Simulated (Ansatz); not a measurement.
Ansatz input file:

```yaml
crystal:
  lattice:
    - [0.0, 3.018, 3.018]
    - [3.018, 0.0, 3.018]
    - [3.018, 3.018, 0.0]
  atoms:
    - { symbol: In, position: [0.0, 0.0, 0.0] }
    - { symbol: As, position: [0.25, 0.25, 0.25] }
basis:
  ecutwfc: 420
kpoints:
  mp_grid: { grid: [12, 12, 12] }
hamiltonian:
  xc: pbe
scf:
  occupations: { method: gaussian, width: 0.1 }
output:
  forces: true
  stress: true
  eigenvalues: true
relax:
  adjacent_minimum: "off"
  f_tol: 0.005
  max_steps: 80
  cell: { stress_tol: 0.05 }
```

Run as
```bash
ansatz run input.yaml --threads 1 --pin off --max-ram 2560MiB --backend cpu --events-out ev --progress --plain --runs-dir out
```

Method: Ansatz, DFT PBE, scalar-relativistic, plane waves, PAW.

Part of what the program printed, abridged:

```
Pseudopotentials: kind: paw
Pseudopotential: In, paw, valence charge 13, recommended cutoff 420 eV (normal)
Pseudopotential: As, paw, valence charge 15, recommended cutoff 420 eV (normal)
Functional definition: PBE
Crystal: 2 atoms, lattice volume = 54.978 Å³
Basis set: ecut = 420 eV, 1067 PW (Γ), exchange–correlation on 60×60×60 points (8 copies of the dense FFT grid, shifted against one another)
Bands: 18, of which v1, the nominal top of the filled ones, is band 14 counted from 1 (13 counted from 0)
Symmetry: 24 space group operations
Space group: F-43m (ITA 216), of the structure as read, at distance tolerance 3.8e-5 Å
k-points: 72 of 1728 (time reversal used)
Initial density: superposition of atomic densities (neutral atoms: chi_scale 0, normalization atom), corrected by the library's trained network
Initial wavefunctions: pseudopotential atomic-orbital guess
Functional: x = pbe(κ = 0.804, μ = 0.21951497), c = pbe(β = 0.06672455)
SCF iter   1: F=—  HF=-10454.419944 eV  |F-HF|=—  |Δ(HF+E_count)|=         —  Δρ=2.41e-3  dr2=6.91e-3  ethr=1.77e-3  ⟨swp⟩=5.5  Hψ=6251  notcnv=0
SCF iter   2: F=—  HF=-10454.416988 eV  |F-HF|=—  |Δ(HF+E_count)|=   2.96e-3  Δρ=1.03e-3  dr2=6.20e-4  ethr=2.47e-5  ⟨swp⟩=2.0  Hψ=2520  notcnv=0
SCF iter   3: F=—  HF=-10454.416843 eV  |F-HF|=—  |Δ(HF+E_count)|=   1.45e-4  Δρ=3.02e-4  dr2=5.95e-5  ethr=2.21e-6  ⟨swp⟩=2.0  Hψ=1945  notcnv=0
SCF iter   4: F=—  HF=-10454.416880 eV  |F-HF|=—  |Δ(HF+E_count)|=   3.64e-5  Δρ=1.02e-4  dr2=5.82e-6  ethr=2.13e-7  ⟨swp⟩=2.0  Hψ=1584  notcnv=0
SCF iter   5: F=—  HF=-10454.416887 eV  |F-HF|=—  |Δ(HF+E_count)|=   7.74e-6  Δρ=3.17e-5  dr2=5.82e-7  ethr=2.08e-8  ⟨swp⟩=2.0  Hψ=2305  notcnv=0
SCF iter   6: F=-10454.416887 eV  HF=-10454.416887 eV  |F-HF|=9.09e-10  |Δ(HF+E_count)|=   6.42e-8  Δρ=5.70e-6  dr2=1.30e-8  ethr=3.57e-10  ⟨swp⟩=6.2  Hψ=6083  notcnv=0
SCF 1 converged in 6 iterations: F = -10454.416887 eV  dr2 = 1.30e-8
relax step   1: F+E_penalty+E_count = -10454.41688723 eV  Δ(F+E_penalty+E_count) = +0.000e0 eV  max|allowed force component| = 1.388e-16 eV/Å  Δτ_max = 0.0000 Å  P = +4.272 GPa  Ω = 54.978 Å³  (6 SCF iters, dr2 threshold 1.00e-7 eV, accepted)
Crystal: 2 atoms, lattice volume = 60.454 Å³
Basis set: ecut = 420 eV, 1243 PW (Γ), exchange–correlation on 60×60×60 points (8 copies of the dense FFT grid, shifted against one another)
Initial density: handed on by an earlier stage of this run
Initial wavefunctions: those handed on with the density
SCF iter   1: F=—  HF=-10454.464119 eV  |F-HF|=—  |Δ(HF+E_count)|=         —  Δρ=2.97e-3  dr2=7.82e-3  ethr=2.90e-5  ⟨swp⟩=2.3  Hψ=8748  notcnv=0
SCF iter   2: F=—  HF=-10454.463811 eV  |F-HF|=—  |Δ(HF+E_count)|=   3.08e-4  Δρ=1.35e-3  dr2=1.05e-3  ethr=2.79e-5  ⟨swp⟩=2.0  Hψ=1570  notcnv=0
SCF iter   3: F=—  HF=-10454.464168 eV  |F-HF|=—  |Δ(HF+E_count)|=   3.56e-4  Δρ=4.78e-4  dr2=1.98e-4  ethr=3.76e-6  ⟨swp⟩=2.0  Hψ=2303  notcnv=0
SCF iter   4: F=—  HF=-10454.464215 eV  |F-HF|=—  |Δ(HF+E_count)|=   4.69e-5  Δρ=1.19e-4  dr2=6.46e-6  ethr=7.06e-7  ⟨swp⟩=2.0  Hψ=2305  notcnv=0
SCF iter   5: F=—  HF=-10454.464224 eV  |F-HF|=—  |Δ(HF+E_count)|=   8.82e-6  Δρ=2.53e-5  dr2=2.85e-7  ethr=2.31e-8  ⟨swp⟩=2.2  Hψ=1661  notcnv=0
SCF iter   6: F=-10454.464224 eV  HF=-10454.464224 eV  |F-HF|=5.27e-9  |Δ(HF+E_count)|=   6.27e-7  Δρ=6.99e-6  dr2=2.77e-8  ethr=7.14e-10  ⟨swp⟩=6.3  Hψ=6161  notcnv=0
SCF 2 converged in 6 iterations: F = -10454.464224 eV  dr2 = 2.77e-8
relax step   2: F+E_penalty+E_count = -10454.46422414 eV  Δ(F+E_penalty+E_count) = -4.734e-2 eV  max|allowed force component| = 1.821e-17 eV/Å  Δτ_max = 0.0000 Å  P = -0.969 GPa  Ω = 60.454 Å³  energy of the carried Pulay correction = -1.141e-3 eV  (6 SCF iters, dr2 threshold 2.00e-7 eV, accepted)
Crystal: 2 atoms, lattice volume = 59.361 Å³
Basis set: ecut = 420 eV, 1211 PW (Γ), exchange–correlation on 60×60×60 points (8 copies of the dense FFT grid, shifted against one another)
SCF iter   1: F=—  HF=-10454.468267 eV  |F-HF|=—  |Δ(HF+E_count)|=         —  Δρ=5.57e-4  dr2=2.59e-4  ethr=1.02e-6  ⟨swp⟩=2.6  Hψ=8008  notcnv=0
SCF iter   2: F=—  HF=-10454.468247 eV  |F-HF|=—  |Δ(HF+E_count)|=   2.01e-5  Δρ=2.50e-4  dr2=3.38e-5  ethr=9.23e-7  ⟨swp⟩=2.0  Hψ=1562  notcnv=0
SCF iter   3: F=—  HF=-10454.468255 eV  |F-HF|=—  |Δ(HF+E_count)|=   7.90e-6  Δρ=8.52e-5  dr2=5.98e-6  ethr=1.21e-7  ⟨swp⟩=2.0  Hψ=2302  notcnv=0
SCF iter   4: F=—  HF=-10454.468256 eV  |F-HF|=—  |Δ(HF+E_count)|=   7.70e-7  Δρ=2.22e-5  dr2=2.06e-7  ethr=2.14e-8  ⟨swp⟩=2.0  Hψ=2305  notcnv=0
SCF iter   5: F=-10454.468256 eV  HF=-10454.468256 eV  |F-HF|=1.32e-8  |Δ(HF+E_count)|=   2.32e-7  Δρ=4.63e-6  dr2=9.21e-9  ethr=7.14e-10  ⟨swp⟩=5.1  Hψ=5546  notcnv=0
SCF 3 converged in 5 iterations: F = -10454.468256 eV  dr2 = 9.21e-9
relax step   3: F+E_penalty+E_count = -10454.46825594 eV  Δ(F+E_penalty+E_count) = -4.032e-3 eV  max|allowed force component| = 2.111e-17 eV/Å  Δτ_max = 0.0000 Å  P = -0.134 GPa  Ω = 59.361 Å³  energy of the carried Pulay correction = -9.223e-4 eV  (5 SCF iters, dr2 threshold 2.00e-7 eV, accepted)
Crystal: 2 atoms, lattice volume = 59.189 Å³
Basis set: ecut = 420 eV, 1139 PW (Γ), exchange–correlation on 60×60×60 points (8 copies of the dense FFT grid, shifted against one another)
SCF iter   1: F=—  HF=-10454.468361 eV  |F-HF|=—  |Δ(HF+E_count)|=         —  Δρ=8.92e-5  dr2=6.77e-6  ethr=2.81e-8  ⟨swp⟩=3.7  Hψ=8038  notcnv=0
SCF iter   2: F=—  HF=-10454.468360 eV  |F-HF|=—  |Δ(HF+E_count)|=   6.22e-7  Δρ=4.08e-5  dr2=9.13e-7  ethr=2.42e-8  ⟨swp⟩=2.0  Hψ=1567  notcnv=0
SCF iter   3: F=—  HF=-10454.468361 eV  |F-HF|=—  |Δ(HF+E_count)|=   3.30e-7  Δρ=1.41e-5  dr2=1.68e-7  ethr=3.26e-9  ⟨swp⟩=2.0  Hψ=2304  notcnv=0
SCF iter   4: F=-10454.468361 eV  HF=-10454.468361 eV  |F-HF|=6.78e-9  |Δ(HF+E_count)|=   3.64e-8  Δρ=3.69e-6  dr2=5.87e-9  ethr=1.61e-10  ⟨swp⟩=5.8  Hψ=5689  notcnv=0
SCF 4 converged in 4 iterations: F = -10454.468361 eV  dr2 = 5.87e-9
relax step   4: F+E_penalty+E_count = -10454.46836069 eV  Δ(F+E_penalty+E_count) = -1.048e-4 eV  max|allowed force component| = 2.486e-17 eV/Å  Δτ_max = 0.0000 Å  P = +0.005 GPa  Ω = 59.189 Å³  energy of the carried Pulay correction = -8.874e-4 eV  (4 SCF iters, dr2 threshold 4.52e-8 eV, accepted)
Initial wavefunctions: pseudopotential atomic-orbital guess (no wavefunctions were taken with the density)
SCF iter   1: F=—  HF=-10454.469193 eV  |F-HF|=—  |Δ(HF+E_count)|=         —  Δρ=1.08e-4  dr2=1.22e-6  ethr=2.91e-7  ⟨swp⟩=2.0  Hψ=9132  notcnv=0
SCF iter   2: F=—  HF=-10454.469210 eV  |F-HF|=—  |Δ(HF+E_count)|=   1.67e-5  Δρ=4.81e-5  dr2=2.61e-7  ethr=4.36e-9  ⟨swp⟩=2.0  Hψ=2142  notcnv=0
SCF iter   3: F=—  HF=-10454.469215 eV  |F-HF|=—  |Δ(HF+E_count)|=   5.05e-6  Δρ=1.43e-5  dr2=1.84e-8  ethr=9.31e-10  ⟨swp⟩=2.0  Hψ=1585  notcnv=0
SCF iter   4: F=—  HF=-10454.469215 eV  |F-HF|=—  |Δ(HF+E_count)|=   4.76e-7  Δρ=1.77e-6  dr2=8.18e-10  ethr=6.56e-11  ⟨swp⟩=2.0  Hψ=1945  notcnv=0
SCF iter   5: F=—  HF=-10454.469215 eV  |F-HF|=—  |Δ(HF+E_count)|=   2.96e-9  Δρ=4.22e-7  dr2=2.09e-10  ethr=2.92e-12  ⟨swp⟩=2.9  Hψ=2274  notcnv=0
SCF iter   6: F=-10454.469215 eV  HF=-10454.469215 eV  |F-HF|=5.46e-12  |Δ(HF+E_count)|=  5.28e-11  Δρ=9.98e-8  dr2=3.45e-12  ethr=1.00e-12  ⟨swp⟩=4.0  Hψ=6140  notcnv=0
SCF 5 converged in 6 iterations: F = -10454.469215 eV  dr2 = 3.45e-12
SCF converged after 6 iterations
Free energy (F): -10454.469215 eV
Harris-Foulkes:  -10454.469215 eV  (|F-HF|=5.46e-12)
Internal energy: -10454.469057 eV  (E = F + TS)
E sigma→0 (E₀):  -10454.469136 eV
Entropy (-TS):   -0.000159 eV (-0.079 meV/atom)
Fermi energy:    7.030328 eV
--- Per-component energies (eV) ---
  E_band       = -332.998152
  E_kinetic    = 345.285387
  E_local      = -3365.992283  (includes V_loc(G=0)·N_el)
  E_nonlocal   = -303.383658
  E_hartree    = 1620.464517
  E_xc         = -293.866386
  E_vxc        = -177.700759  (∫ρ·V_xc dr)
  E_paw        = -5990.602446  (= ΣΔE_a)
  E_vpaw       = -72.135884  (= ΣTr[D̂ρ^β])
  E_aug_tail   = 0.000034  (compensation charges beyond the density's cutoff)
  E_ewald      = -2466.374221
  E_smearing   = -0.000159  (= −TS)
--- Forces (eV/Å), atoms counted from 1 ---
  atom   1  In     0.00000000     0.00000000     0.00000000
  atom   2  As     0.00000000     0.00000000     0.00000000
--- Stress (GPa, compression-positive) ---
        0.002322       0.000000       0.000000
        0.000000       0.002322       0.000000
        0.000000       0.000000       0.002322
  P = ⅓ Tr σ = 0.0023 GPa (0.023 kbar)
--- Band table (eV; the first three rows and the last of 72) ---
  k-point 0: bands = ["-27.9382", "-27.9382", "-27.9382", "-27.9322", "-27.9322", "-7.2973", "-7.2973", "-7.2973", "-7.1976", "-7.1976", "-4.4794", "6.4220", "6.9651", "6.9651", "6.9651", "10.8473", "10.8473", "10.8473"]
  k-point 1: bands = ["-27.9382", "-27.9382", "-27.9382", "-27.9322", "-27.9322", "-7.3042", "-7.2952", "-7.2952", "-7.1977", "-7.1977", "-4.4155", "5.5829", "6.8842", "6.8842", "7.5896", "10.8581", "10.9703", "10.9703"]
  k-point 2: bands = ["-27.9382", "-27.9382", "-27.9382", "-27.9322", "-27.9322", "-7.3223", "-7.2897", "-7.2897", "-7.1976", "-7.1976", "-4.2311", "4.4653", "6.6859", "6.6859", "8.0129", "11.1608", "11.2556", "11.2556"]
  k-point 71: bands = ["-27.9382", "-27.9382", "-27.9378", "-27.9322", "-27.9320", "-7.4209", "-7.2582", "-7.2385", "-7.2093", "-7.1908", "-2.7080", "1.5410", "4.2934", "4.3869", "10.8849", "11.2376", "11.7816", "13.0218"]
--- Relaxed structure (4 steps of the walk, 4 accepted, 1 SCFs on fresh bases) ---
  F+E_penalty+E_count = -10454.46921513 eV   max|allowed force component| = 4.901e-17 eV/Å   (the final SCF, on the basis selected at the relaxed cell)
  cell:  # Å, volume = 59.1887 Å³
    - [0.0, 3.09316346, 3.09316346]
    - [3.09316346, 0.0, 3.09316346]
    - [3.09316346, 3.09316346, 0.0]
  atoms:
    - { symbol: In, position: [0.0, 0.0, 0.0] }
    - { symbol: As, position: [0.25, 0.25, 0.25] }
```

The relaxation met its thresholds.

It took 42 s on 1 thread of AMD EPYC 7R43 64-Core Processor (Zen 3), on a shared host, peak memory 0.47 GiB.